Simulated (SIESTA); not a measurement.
Crystal: Si2Mo.

```xyz
3
Lattice="-1.6000 1.6000 3.9305 1.6000 -1.6000 3.9305 1.6000 1.6000 -3.9305" Properties=species:S:1:pos:R:3 pbc="T T T"
Mo    0.0000    0.0000    0.0000
Si    0.0000    0.0000    5.2433
Si    0.0000    0.0000    2.6177
```

Base run:

```yaml
Program: SIESTA 5.4.2
Functional: PBE
Potentials_or_basis: PseudoDojo 0.4 standard (PBE files)
Basis: DZP (energy shift 0.003 Ry; two zetas on semicore shells)
Grid_cutoff: 800 Ry
Energy_shift: 0.003 Ry
k_mesh: 12 × 12 × 12
Occupations: fermi-dirac, width 0.05 eV
Spin: no spin polarisation
```

Its results: band gap on the k mesh none (metal or under the smearing width); pressure 3.7 GPa; largest force 0.240 eV/Å.

Task: The run is repeated on the same cell with these changes: functional from PBE to vdW-DF-cx. What comes out?

Result: Band gap on the k mesh none (metal or under the smearing width); pressure 1.8 GPa; largest force 0.304 eV/Å.

Caveats: the basis of atomic orbitals isn't converged, which shifts pressures, moduli and gaps; the potentials were made for another functional, which shifts forces and pressure (some runs).

Not every run made on this cell is shown here.
